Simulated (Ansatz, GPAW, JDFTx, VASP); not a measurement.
**One calculation of Ti, 4 ways**

```
CELL_PARAMETERS angstrom
-1.64100 1.64100 1.64100
1.64100 -1.64100 1.64100
1.64100 1.64100 -1.64100
ATOMIC_POSITIONS crystal
Ti 0.00000 0.00000 0.00000
```

This isn't the form of Ti at room conditions, which is hcp.

Alike in all runs: task single point; functional LDA; k mesh 11 × 11 × 11; occupations gaussian, width 0.05 eV; no spin polarisation; no spin-orbit coupling. LDA stands for any of its common fits. Pressure is positive in compression and, in plane waves, holds the error of the finite cutoff.

```csv
program and potentials,plane-wave cutoff (eV),notes,pressure (GPa)
"GPAW, the program's PAW data sets (release 1.2.1) made for this functional",600,-,-11.68
"Ansatz, all-electron LAPW, scalar-relativistic",-,-,-11.21
"VASP, LDA PAW files Ti_sv_GW, 550 eV",550,-,-12.32
"JDFTx, PseudoDojo-SR-LDA-0.4.1-standard with smoothed tails",1143,-,-11.17
```

The pressure spans -12.32 (VASP, LDA PAW files Ti_sv_GW, 550 eV) to -11.17 GPa (JDFTx, PseudoDojo-SR-LDA-0.4.1-standard with smoothed tails), with all-electron results at -11.21. The cell lies far from this level's equilibrium.

Differences between rows come from potentials, basis sets and numerical settings, since the functional is the same but for its coding. Runs on potential files found faulty are left out.
